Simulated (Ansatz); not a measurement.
# Mo: single point with r2SCAN0+D3(BJ)-ATM

The system is Mo.

```
CELL_PARAMETERS angstrom
-1.58381 1.58381 1.58381
1.58381 -1.58381 1.58381
1.58381 1.58381 -1.58381
ATOMIC_POSITIONS crystal
Mo 0.00000 0.00000 0.00000
```

- Program: Ansatz 0.2.0
- Task: single point
- Functional: r2SCAN0
- Dispersion: D3(BJ)-ATM
- Potentials or basis: Ansatz NC
- Cutoff: 1088 eV (not typed: the program's choice for these potentials)
- k mesh: 9 × 9 × 9
- Occupations: fermi-dirac, width 0.025 eV
- Spin: no spin polarisation

```json
{
  "Pressure": "-11.4 GPa",
  "Band gap on the k mesh": "none (metal or under the smearing width)"
}
```

Levels at points of the mesh, in eV from the Fermi level:
```
           k point  band 5  band 6  band 7  band 8  band 9  band 10
(0.00, 0.00, 0.00)   -9.01   -2.19   -2.19   -2.19    2.88     2.88
```

Wall time 25 s on 1 thread of AMD EPYC 9B45 (Zen 5) (shared host), peak memory 1.1 GiB.

Caveat: the potentials were made for another functional, which shifts forces and pressure; pairwise dispersion overbinds metals, which lowers pressure and volume; the thresholds are loose for stress.
